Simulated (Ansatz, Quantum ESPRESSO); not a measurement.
Given: the input of a run of Ansatz 0.2.0 on Hf (Hafnium). Atoms were shifted at random by some hundredths of an Å from the given cell, which wasn't relaxed again for these runs. 

File input.yaml:

```yaml
crystal:
  lattice:
    - [3.1967, 0.0, 0.0]
    - [-1.59835, 2.7684234083, 0.0]
    - [0.0, 0.0, 5.0578]
  atoms:
    - { symbol: Hf, position: [0.670799, 0.3463, 0.754506] }
    - { symbol: Hf, position: [0.325654, 0.67287, 0.246675] }
hamiltonian:
  xc: pbesol
  pseudopotentials: { kind: paw }
kpoints:
  mp_grid: { grid: [10, 10, 5] }
scf:
  occupations: { method: fermi_dirac, width: 0.05 }
output:
  forces: true
  stress: true
  eigenvalues: true
```

Potentials or basis: Ansatz PAW.

Command:

```bash
$ ansatz run input.yaml --threads 1 --pin off --max-ram 3584MiB --backend cpu --events-out ev --progress --plain --runs-dir out
```

Q: Translate it to Quantum ESPRESSO 7.5. Potentials or basis there: GBRV 1.5 PBEsol, cutoff 612 eV.

A: As run (cutoffs and basis follow the program's own potentials, and thresholds, step limits or extra output files can differ):

pw.in

```
&CONTROL
  calculation = 'scf'
  prefix = 'pwscf'
  outdir = './tmp'
  pseudo_dir = './pseudo'
  tprnfor = .true.
  tstress = .true.
  disk_io = 'nowf'
/
&SYSTEM
  ibrav = 0
  nat = 2
  ntyp = 1
  ecutwfc = 45
  ecutrho = 360
  nbnd = 19
  occupations = 'smearing'
  smearing = 'fd'
  degauss = 0.00367493
/
&ELECTRONS
  conv_thr = 4d-10
  electron_maxstep = 120
  mixing_beta = 0.5
/
ATOMIC_SPECIES
Hf   178.4900 hf_pbesol_v1.uspp.F.UPF
CELL_PARAMETERS angstrom
   3.1967000000    0.0000000000    0.0000000000
  -1.5983500000    2.7684234083    0.0000000000
   0.0000000000    0.0000000000    5.0578000000
ATOMIC_POSITIONS crystal
Hf     0.6707990000    0.3463000000    0.7545060000
Hf     0.3256540000    0.6728700000    0.2466750000
K_POINTS automatic
10 10 5 0 0 0
```

Potentials or basis: GBRV 1.5 PBEsol.

The run is started by

```bash
$ OMP_NUM_THREADS=1 mpirun -n 2 pw.x -nk 2 -in pw.in > pw.out
```

Both were run:

|  | Ansatz | Quantum ESPRESSO |
| --- | --- | --- |
| Pressure | -3.9 GPa | -3.8 GPa |
| Largest force | 0.145 eV/Å | 0.147 eV/Å |
| Energy over the undisturbed cell | 1.9 meV/atom | 1.9 meV/atom |

Ansatz's pressure holds a Pulay term of +0.04 GPa for its cutoff of 420 eV, which the other run lacks.

The potentials hold 52 and 24 valence electrons a cell.

Ansatz's potentials were made for PBE.

Where Ansatz's input types no cutoff or centring, it takes its own default and a Γ-centred mesh.

Pressure is positive in compression.
